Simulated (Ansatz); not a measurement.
Ge under changes of volume

One of the cells (19.014 Å³/atom); the others are scaled copies at fixed shape and fractional positions:

```xyz
2
Lattice="-2.4959 2.6509 1.4369 2.4959 -2.6509 1.4369 2.4959 2.6509 -1.4369" Properties=species:S:1:pos:R:3 pbc="T T T"
Ge    0.0000    1.3254    0.1841
Ge    2.4959    1.3254    1.2529
```

This isn't the form of Ge at room conditions, which is diamond.

- Program: Ansatz 0.2.0
- Functional: r2SCAN
- Potentials or basis: Ansatz PAW
- Cutoff: 500 eV (not typed: the program's choice for these potentials)
- k mesh: 11 × 11 × 11
- Occupations: fermi-dirac, width 0.05 eV
- Spin: no spin polarisation

| volume (Å³/atom) | energy over the lowest point (meV/atom) | pressure (GPa) | largest force (eV/Å) |
| --- | --- | --- | --- |
| 17.874 | 9.22 | 3.8 | 0.080 |
| 18.254 | 2.47 | 1.9 | 0.085 |
| 18.634 | 0.00 | 0.2 | 0.090 |
| 19.014 | 1.40 | -1.3 | 0.094 |
| 19.395 | ? | ? | ? |
| 19.775 | 14.17 | -3.9 | 0.101 |
| 20.155 | 24.72 | -4.9 | 0.103 |

What does the run at 19.395 Å³/atom give?

Energy over the lowest point 6.27 meV/atom; pressure -2.7 GPa; largest force 0.098 eV/Å.

Worked out: A Birch-Murnaghan fit of order 3 (a polynomial in V^(-2/3)) to the other rows has its minimum at 18.68 Å³/atom with B0 = V·E''(V) = 79 GPa and B' = 4.8 at fixed shape and positions, which overstates the stiffness. It gives 6.27 meV/atom at 19.395 Å³/atom, against the run's 6.27, and -dE/dV = -2.7 GPa, against -2.7.

Energies are extrapolated to zero smearing.

Caveats: the PAW data sets come from PBE, with cores solved anew for the run's functional, which leaves a small shift of forces and pressure.
